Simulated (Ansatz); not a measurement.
# LiCl: the cost of one run

Program: Ansatz 0.2.0. Level of theory: DFT, plane waves, PAW, no spin polarisation. These are calculated values, not measurements.

### 1 The structure to begin with

The cell holds 16 atoms (Cl8Li8): a = 7.788 Å, b = 7.788 Å, c = 6.224 Å, α = 90.00°, β = 90.00°, γ = 120.00°.

As a file:

```xyz
16
Lattice="7.7884 0.0000 0.0000 -3.8942 6.7449 0.0000 0.0000 0.0000 6.2245" Properties=species:S:1:pos:R:3 pbc="T T T"
Li    0.0000    2.2483   -0.0195
Li    1.9471    1.1242    3.0928
Cl    0.0000    2.2483    2.3536
Cl    1.9471    1.1242    5.4659
Li   -1.9471    5.6208   -0.0195
Li    0.0000    4.4966    3.0928
Cl   -1.9471    5.6208    2.3536
Cl    0.0000    4.4966    5.4659
Li    3.8942    2.2483   -0.0195
Li    5.8413    1.1242    3.0928
Cl    3.8942    2.2483    2.3536
Cl    5.8413    1.1242    5.4659
Li    1.9471    5.6208   -0.0195
Li    3.8942    4.4966    3.0928
Cl    1.9471    5.6208    2.3536
Cl    3.8942    4.4966    5.4659
```

### 2 Run 1: r2SCAN

Contents of input.yaml:

```yaml
crystal:
  lattice:
    - [7.7883681837, 1.0e-10, 0.0]
    - [-3.8941840919, 6.7449247011, 0.0]
    - [0.0, 0.0, 6.2244574578]
  atoms:
    - { symbol: Li, position: [0.1666666667, 0.3333333333, -0.0031270701] }
    - { symbol: Li, position: [0.3333333333, 0.1666666667, 0.4968729299] }
    - { symbol: Cl, position: [0.1666666667, 0.3333333333, 0.3781270701] }
    - { symbol: Cl, position: [0.3333333333, 0.1666666667, 0.8781270701] }
    - { symbol: Li, position: [0.1666666667, 0.8333333333, -0.0031270701] }
    - { symbol: Li, position: [0.3333333333, 0.6666666667, 0.4968729299] }
    - { symbol: Cl, position: [0.1666666667, 0.8333333333, 0.3781270701] }
    - { symbol: Cl, position: [0.3333333333, 0.6666666667, 0.8781270701] }
    - { symbol: Li, position: [0.6666666667, 0.3333333333, -0.0031270701] }
    - { symbol: Li, position: [0.8333333333, 0.1666666667, 0.4968729299] }
    - { symbol: Cl, position: [0.6666666667, 0.3333333333, 0.3781270701] }
    - { symbol: Cl, position: [0.8333333333, 0.1666666667, 0.8781270701] }
    - { symbol: Li, position: [0.6666666667, 0.8333333333, -0.0031270701] }
    - { symbol: Li, position: [0.8333333333, 0.6666666667, 0.4968729299] }
    - { symbol: Cl, position: [0.6666666667, 0.8333333333, 0.3781270701] }
    - { symbol: Cl, position: [0.8333333333, 0.6666666667, 0.8781270701] }
kpoints:
  mp_grid: { grid: [3, 3, 2] }
hamiltonian:
  xc: r2scan
scf:
  occupations: { method: fermi_dirac, width: 0.026 }
md:
  ensemble: nvt_nose_hoover
  temperature: 300
  timestep: 1.0
  n_steps: 20
  initial_velocities: maxwell_boltzmann
  seed: 3172
```

Started as:

```bash
> ansatz run input.yaml --threads 4 --pin off --max-ram 3686MiB --backend cpu --events-out ev --progress --plain --runs-dir out
```

**Question.** How long does this run take on 4 threads of Intel Xeon at 2.50GHz (Skylake/Cascade Lake), shared host, and how much memory does it need?

About 4 min, with a peak of 1.4 GiB.
